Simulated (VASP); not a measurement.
A run of VASP 6.6.1:

The input INCAR:

```
PREC = Accurate
ENCUT = 520
EDIFF = 1E-7
ISMEAR = -1
SIGMA = 0.05
LREAL = False
LASPH = True
NELM = 100
ALGO = Normal
ISIF = 2
LWAVE = False
LCHARG = False
GGA = PS
NBANDS = 16
```

Contents of KPOINTS:

```
regular mesh
0
Gamma
  8 8 4
```

Contents of POSCAR:

```
MgS
1.0
    4.0346224068      0.0000000000      0.0000000000
   -2.0173112034      3.4940854990      0.0000000000
    0.0000000000      0.0000000000      6.4322941800
S Mg
2 2
Direct
    0.6617040000      0.3374660000      0.8723450000
    0.3364140000      0.6649440000      0.3715030000
    0.3340580000      0.6686330000      0.9975070000
    0.6644550000      0.3253470000      0.5008510000
```

Potentials or basis: VASP PAW PBE potentials, release 64 (S, Mg).

The run is started by

```console
$ cat potpaw_PBE.64/S/POTCAR potpaw_PBE.64/Mg/POTCAR > POTCAR
$ mpirun -np 1 vasp_std > vasp.out
```

Hardware: 1 thread of Intel(R) Xeon(R) Platinum 8259CL CPU @ 2.50GHz (Skylake/Cascade Lake) (shared host).

Question: Estimate the wall time of this run.

Answer: It took 2.2 min on 1 thread of Intel(R) Xeon(R) Platinum 8259CL CPU @ 2.50GHz (Skylake/Cascade Lake) (shared host), peak memory 0.31 GiB. Counts: scf iterations 14, k points 132.
